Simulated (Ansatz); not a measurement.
input.yaml

```yaml
crystal:
  lattice:
    - [0.0, 2.6310815056, 2.6310815056]
    - [2.6310815056, 0.0, 2.6310815056]
    - [2.6310815056, 2.6310815056, 0.0]
  atoms:
    - { symbol: Hf, position: [0.0, 0.0, 0.0] }
    - { symbol: O, position: [0.25, 0.25, 0.25] }
    - { symbol: O, position: [0.75, 0.75, 0.75] }
basis:
  ecutwfc: 420
kpoints:
  mp_grid: { grid: [8, 8, 8] }
hamiltonian:
  xc: pbe
scf:
  occupations: { method: gaussian, width: 0.02 }
output:
  forces: true
  stress: true
  eigenvalues: true
```

Command:
```bash
ansatz run input.yaml --threads 1 --pin off --max-ram 2560MiB --backend cpu --events-out ev --progress --plain --runs-dir out
```

All numbers below come from DFT PBE, scalar-relativistic, plane waves, PAW (Ansatz 0.2.0).

Part of what the program printed, abridged:

```
Pseudopotentials: kind: paw
Pseudopotential: Hf, paw, valence charge 26, recommended cutoff 420 eV (normal)
Pseudopotential: O, paw, valence charge 6, recommended cutoff 420 eV (normal)
Functional definition: PBE
Crystal: 3 atoms, lattice volume = 36.428 Å³
Basis set: ecut = 420 eV, 725 PW (Γ), exchange–correlation on 50×50×50 points (8 copies of the dense FFT grid, shifted against one another)
Bands: 23, of which v1, the nominal top of the filled ones, is band 19 counted from 1 (18 counted from 0)
Symmetry: 48 space group operations
Space group: Fm-3m (ITA 225), of the structure as read, at distance tolerance 3.3e-5 Å
k-points: 29 of 512
Initial density: superposition of atomic densities (neutral atoms: chi_scale 0, normalization atom), corrected by the library's trained network
Initial wavefunctions: pseudopotential atomic-orbital guess
Functional: x = pbe(κ = 0.804, μ = 0.21951497), c = pbe(β = 0.06672455)
SCF iter   1: F=—  HF=-16861.193947 eV  |F-HF|=—  |Δ(HF+E_count)|=         —  Δρ=2.39e-3  dr2=1.63e-3  ethr=1.77e-3  ⟨swp⟩=4.7  Hψ=2444  notcnv=0
SCF iter   2: F=—  HF=-16861.195013 eV  |F-HF|=—  |Δ(HF+E_count)|=   1.07e-3  Δρ=2.06e-3  dr2=1.26e-3  ethr=4.30e-6  ⟨swp⟩=2.0  Hψ=1519  notcnv=0
SCF iter   3: F=—  HF=-16861.194757 eV  |F-HF|=—  |Δ(HF+E_count)|=   2.56e-4  Δρ=6.20e-4  dr2=4.61e-5  ethr=3.33e-6  ⟨swp⟩=2.0  Hψ=1001  notcnv=0
SCF iter   4: F=—  HF=-16861.194977 eV  |F-HF|=—  |Δ(HF+E_count)|=   2.19e-4  Δρ=1.34e-4  dr2=5.56e-6  ethr=1.21e-7  ⟨swp⟩=2.0  Hψ=1234  notcnv=0
SCF iter   5: F=—  HF=-16861.194976 eV  |F-HF|=—  |Δ(HF+E_count)|=   1.92e-7  Δρ=4.30e-5  dr2=3.66e-7  ethr=1.46e-8  ⟨swp⟩=2.0  Hψ=1191  notcnv=0
SCF iter   6: F=—  HF=-16861.194976 eV  |F-HF|=—  |Δ(HF+E_count)|=   1.70e-7  Δρ=2.47e-5  dr2=1.10e-7  ethr=2.63e-10  ⟨swp⟩=4.5  Hψ=2509  notcnv=0
SCF iter   7: F=-16861.194976 eV  HF=-16861.194976 eV  |F-HF|=1.45e-8  |Δ(HF+E_count)|=   5.31e-8  Δρ=8.00e-6  dr2=1.83e-8  ethr=2.63e-10  ⟨swp⟩=5.0  Hψ=2906  notcnv=0
SCF 1 converged in 7 iterations: F = -16861.194976 eV  dr2 = 1.83e-8
SCF converged after 7 iterations
Free energy (F): -16861.194976 eV
Harris-Foulkes:  -16861.194976 eV  (|F-HF|=1.45e-8)
Internal energy: -16861.194976 eV  (E = F + TS)
E sigma→0 (E₀):  -16861.194976 eV
Fermi energy:    15.646946 eV
--- Per-component energies (eV) ---
  E_band       = -35.271965
  E_kinetic    = 762.540001
  E_local      = -6053.247275  (includes V_loc(G=0)·N_el)
  E_nonlocal   = -1148.584048
  E_hartree    = 2748.214319
  E_xc         = -445.296291
  E_vxc        = -451.512017  (∫ρ·V_xc dr)
  E_paw        = -7240.508038  (= ΣΔE_a)
  E_vpaw       = 1359.106221  (= ΣTr[D̂ρ^β])
  E_aug_tail   = 0.004887  (compensation charges beyond the density's cutoff)
  E_ewald      = -5484.318531
  E_smearing   =  0.000000  (= −TS)
--- Forces (eV/Å), atoms counted from 1 ---
  atom   1  Hf     0.00000000     0.00000000     0.00000000
  atom   2  O      0.00000000     0.00000000     0.00000000
  atom   3  O      0.00000000     0.00000000     0.00000000
--- Stress (GPa, compression-positive) ---
      -19.178252       0.000000       0.000000
        0.000000     -19.178252       0.000000
        0.000000       0.000000     -19.178252
  P = ⅓ Tr σ = -19.1783 GPa (-191.783 kbar)
--- Band table (eV; the first three rows and the last of 29) ---
  k-point 0: bands = ["-47.6720", "-16.1551", "-16.1551", "-16.1551", "-4.2017", "-1.8299", "2.3943", "2.3943", "2.3943", "2.4415", "2.4415", "2.4415", "2.6016", "9.1664", "9.1664", "9.1664", "13.3319", "13.3319", "13.3319", "17.5120", "17.5120", "18.8212", "23.0111"]
  k-point 1: bands = ["-47.6709", "-16.1947", "-16.1597", "-16.1597", "-4.0450", "-1.9393", "2.3963", "2.3963", "2.3973", "2.4381", "2.4381", "2.4416", "2.5722", "9.2995", "9.2995", "9.5127", "12.8774", "13.0881", "13.0881", "17.7390", "17.7390", "19.4393", "22.4540"]
  k-point 2: bands = ["-47.6683", "-16.2880", "-16.1706", "-16.1706", "-3.6615", "-2.1827", "2.4005", "2.4005", "2.4062", "2.4311", "2.4311", "2.4418", "2.5158", "9.6301", "9.6301", "10.3271", "12.0020", "12.6229", "12.6229", "18.0839", "18.0839", "20.1924", "21.9890"]
  k-point 28: bands = ["-47.6622", "-16.3314", "-16.3314", "-16.2320", "-2.6546", "-2.6546", "2.4119", "2.4191", "2.4216", "2.4216", "2.4256", "2.4318", "2.4318", "9.0838", "9.3335", "11.5513", "11.5513", "12.6298", "13.7180", "18.2943", "18.5465", "20.0578", "20.0578"]
```

Self-consistency was reached.

The run took 0.86 s on 1 thread of Intel(R) Xeon(R) 6975P-C (Granite Rapids), with other jobs on the host, peak memory 0.33 GiB.

Spin–orbit coupling is left out, which can shift energies with elements as heavy as these.